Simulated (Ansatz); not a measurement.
BaTiO₃ (Pm-3m)

Method: DFT PBE, scalar-relativistic, plane waves, PAW in Ansatz 0.2.0.

Cutoff 420 eV; k points 8×8×8 on the computed 5-atom cell (Γ-centred); Gaussian smearing, width 0.02 eV; no spin polarisation.

The structure is relaxed at this level of theory with its symmetry kept. Whether it is the stable form of this composition wasn't checked.

```yaml
crystal:
  lattice:
    - [4.01925, 0.00000, 0.00000]
    - [0.00000, 4.01925, 0.00000]
    - [0.00000, 0.00000, 4.01925]
  atoms:
    - { symbol: Ba, position: [0.50000, 0.50000, 0.50000] }
    - { symbol: Ti, position: [0.00000, 0.00000, 0.00000] }
    - { symbol: O, position: [0.50000, 0.00000, 0.00000] }
    - { symbol: O, position: [0.00000, 0.50000, 0.00000] }
    - { symbol: O, position: [0.00000, 0.00000, 0.50000] }
```

```
Space group                                                                                                                                 : Pm-3m (No. 221)
Volume per atom                                                                                                                             : 12.99 Å³
Formation energy from the elements' standard states (uncorrected)                                                                           : -3.091 eV/atom
Kohn–Sham band gap                                                                                                                          : 1.78 eV, indirect from R to Γ
Löwdin character of the top 1 eV of the valence band                                                                                        : O 2p 93 %
Löwdin character of the lowest 1 eV of the conduction band                                                                                  : Ti 3d 87 %, O 2p 11 %
Electron masses at the edge by Cartesian direction of the standard setting (m_e; degenerate bands sorted by energy; no spin-orbit coupling) : x: 7.9, 0.42, 0.42; y: 7.9, 0.42, 0.42; z: 7.9, 0.42, 0.42
Hole masses at the edge by Cartesian direction of the standard setting (m_e; degenerate bands sorted by energy; no spin-orbit coupling)     : x: 19, 0.81, 0.81; y: 19, 0.81, 0.81; z: 19, 0.81, 0.81
Bulk modulus                                                                                                                                : 163 GPa
Its pressure derivative                                                                                                                     : 4.5
Electronic dielectric constant xx, yy, zz of the standard setting (independent particles)                                                   : 6.9, 6.9, 6.9
Bader charges (e)                                                                                                                           : Ba (1 in the cell) 1.54, Ti (1 in the cell) 2.22, O (3 in the cell) -1.25
```

Spin-orbit coupling is left out, which matters for the bands of heavy elements.

A ferromagnetic start lost its moments in a first run, so spin was left out; other magnetic orders weren't tried.

Symmetry holds off the tilts and polar distortions that many cubic perovskites undergo.